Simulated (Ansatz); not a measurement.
**AgCl: moving Cl off its site**

AgCl, Pm-3m, a = 3.434 Å (as given, not relaxed at this level: -4.6 GPa). This isn't the usual stable structure of the compound. Ansatz: PBEsol, PAW, 420 eV, Γ-centred 10×10×10 mesh on 2 atoms, Gaussian smearing 0.05 eV; no spin polarisation.

```xyz
2
Lattice="3.4340 0.0000 0.0000 0.0000 3.4340 0.0000 0.0000 0.0000 3.4340" Properties=species:S:1:pos:R:3 pbc="T T T"
Ag    0.0000    0.0000    0.0000
Cl    1.7170    1.7170    1.7170
```

Atom 2 (Cl) moves by x along the unit vector (-1.000, 0.000, 0.000), with its periodic images; all else is held. y is the free energy of the cell over the start, F the force along the path summed over the moved atoms. Symmetry makes y even in x.

| x (Å) | y (meV) | F (eV/Å) |
| --- | --- | --- |
| -0.5000 | ? | ? |
| -0.2500 | -3.68 | -0.02 |
| 0.0000 | 0.00 | 0.00 |
| 0.0625 | -0.30 | 0.01 |
| 0.1250 | -1.13 | 0.02 |
| 0.1875 | -2.34 | 0.02 |
| 0.3125 | -4.85 | 0.02 |
| 0.3750 | -5.51 | 0.00 |
| 0.4375 | -5.30 | -0.01 |

**Question.** Fit y = c2 x² + c4 x⁴ to the energies of the other rows, give the force constant, and predict energy and force of the missing row.

**Answer.** Least squares on the rows shown. y = −73.31 x² + 239.4 x⁴. The force constant is 2 c2 = -0.147 eV/Å², negative: the site is a maximum along this line, for the cell as given, at -4.6 GPa (for all images moving together, not for a lone atom). The force −dy/dx at the missing row is 0.05 eV/Å (computed 0.03). With a term in x⁶ added, the coefficient of x² becomes -76.64, 5 % more, which shows how far this figure hangs on the form. At x = -0.5000 the fit asked for gives -3.37 meV. The run gave -3.90 meV, so the fit is 0.53 meV too high, 9.6 % of the span of the series, against an rms of 0.04 meV on the fitted rows. The row lies outside the fitted range. With a term in x⁶ added, a fit to the same known rows predicts -3.96 meV, so most of the miss is curvature that the known rows already hold.